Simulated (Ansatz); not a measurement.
Task: a comparison of enthalpies under pressure of two structures of Cu, with the Python package of Ansatz (0.2.0). Give the script and its output. Settings (first run): PBEsol, PAW, cutoff 435 eV, 12×12×12 k-points, Fermi-Dirac smearing of 0.1 eV.

Script `transition_cu.py`:
```python
'''Pressure at which two phases of Cu cross.'''

import warnings

import ansatz
import numpy as np

XC = 'pbesol'
K_SPACING = 0.27
FILLING = 'fermi_dirac'
SIGMA = 0.1


def bcc(A, a):
    return (
        ansatz.Lattice.bcc(a)
        .space_group(229)
        .atom(A, [0, 0, 0])
        .primitive()
    )


def sc(A, a):
    return (
        ansatz.Lattice.cubic(a)
        .space_group(221)
        .atom(A, [0, 0, 0])
    )


def solve(name, crystal, pressure=0.0):
    calc = (
        crystal.calculation()
        .functional(XC)
        .basis(16 * ansatz.Ha)
        .kpoints(spacing=K_SPACING)
        .occupations(FILLING, width=SIGMA)
    )
    calc = calc.relax(force_tolerance=0.03, max_steps=30, cell=True, pressure=pressure)
    return calc.run(threads=1, backend='cpu')


def volume_per_atom(outcome):
    return abs(np.linalg.det(outcome.lattice.cell_ang)) / len(outcome.lattice.sites)

warnings.simplefilter('ignore', ansatz.DeckWarning)

phases = {}
phases['bcc'] = bcc('Cu', 2.87)
phases['sc'] = sc('Cu', 2.35)

# H = E + PV, with 1 eV per cubic angstrom equal to 160.2 GPa
pressures = [0, 20, 40, 60]
enthalpy, volume = {name: [] for name in phases}, {name: [] for name in phases}
for p in pressures:
    for name, crystal in phases.items():
        o = solve(name, crystal, pressure=p)
        volume[name].append(volume_per_atom(o))
        enthalpy[name].append(o.report['energy_sigma0_ev'] / len(o.lattice.sites) + p * volume[name][-1] / 160.21766)
gap = np.array(enthalpy['sc']) - np.array(enthalpy['bcc'])
rows = [(p, va, vb, 1000 * d) for p, va, vb, d in zip(pressures, volume['bcc'], volume['sc'], gap)]
print('   P (GPa)  V bcc (A^3/atom)  V sc (A^3/atom)  H(sc) - H(bcc) (meV/atom)')
for row in rows:
    print(f'{row[0]:10d}  {row[1]:16.3f}  {row[2]:15.3f}  {row[3]:+25.1f}')
crossings = [p0 - g0 * (p1 - p0) / (g1 - g0) for p0, p1, g0, g1 in zip(pressures, pressures[1:], gap, gap[1:]) if g0 * g1 < 0]
print('crossing near', [round(float(p), 1) for p in crossings], 'GPa') if crossings else print('no crossing in this range')
```

```console
$ python transition_cu.py
   P (GPa)  V bcc (A^3/atom)  V sc (A^3/atom)  H(sc) - H(bcc) (meV/atom)
         0            11.358           13.128                     +480.9
        20            10.326           11.646                     +669.1
        40             9.664           10.771                     +819.6
        60             9.178           10.154                     +949.4
no crossing in this range
```

Notes:
- At a fixed pressure a relaxation lowers the enthalpy F + PV, while F alone can rise.
- For the metals among these phases the mesh is modest: differences between phases can be off by up to 40 meV an atom.
- Only these two structures are compared, at zero temperature and with their symmetry kept; either may be hypothetical, and another phase may be lower than both. Differences under about 40 meV an atom lie within the error of mesh and functional.
- The cells are prototypes set up for this calculation and needn't exist.
- Timing: 43 s on 1 thread of Arm Neoverse V1 (shared host), peak memory 0.36 GiB.

(Lines on the test bed's own set-up are left out of the output.)
